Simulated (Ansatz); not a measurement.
The system is Sn.

```
Sn
1.0
    -1.72654    1.77555    2.33834
     1.72654   -1.77555    2.33834
     1.72654    1.77555   -2.33834
Sn
1
Direct
  0.00000 0.00000 0.00000
```

This isn't the form of Sn at room conditions, which is tetragonal (white tin).

```yaml
Program: Ansatz 0.2.0
Task: relaxation of cell and atoms
Functional: RPBE
Dispersion: D3(BJ)
Potentials_or_basis: Ansatz PAW
Cutoff: "420 eV (not typed: the program's choice for these potentials)"
k_mesh: 11 × 11 × 11
Occupations: fermi-dirac, width 0.05 eV
Spin: no spin polarisation
```

At the start: volume 28.67 Å³/atom.

Q: How do energy, volume and symmetry change on relaxing?

A: It ends after 10 steps and the volume is 20.84 Å³/atom (-27.3 %); space group Fm-3m (No. 225, to 0.05 Å).

Step by step:
| step | energy change (eV) | largest force (eV/Å) | volume (Å³) |
| --- | --- | --- | --- |
| 1 | 0.0000 | 0.0000 | 28.67 |
| 2 | -0.3670 | 0.0000 | 24.91 |
| 3 | -0.5593 | 0.0000 | 21.75 |
| 4 | -0.5692 | 0.0000 | 20.48 |
| 5 | -0.5749 | 0.0000 | 20.79 |
| 6 | -0.5757 | 0.0000 | 20.86 |
| 7 | -0.5764 | 0.0000 | 20.87 |
| 8 | -0.5767 | 0.0000 | 20.84 |
| 9 | -0.5767 | 0.0000 | 20.84 |
| 10 | -0.5753 | 0.0000 | 20.84 |

Final structure:
```xyz
1
Lattice="-1.5444 1.5444 2.1844 1.5444 -1.5444 2.1844 1.5444 1.5444 -2.1844" Properties=species:S:1:pos:R:3 pbc="T T T"
Sn    0.0000    0.0000    0.0000
```

Caveat: the volume moved by over 15 % at a fixed basis, so the end points are rough; the plane-wave basis is chosen anew once the cell has moved, so the energies of steps on either side of that aren't comparable; pairwise dispersion overbinds metals, which lowers pressure and volume; the PAW data sets come from PBE, with cores solved anew for the run's functional, which leaves a small shift of forces and pressure.
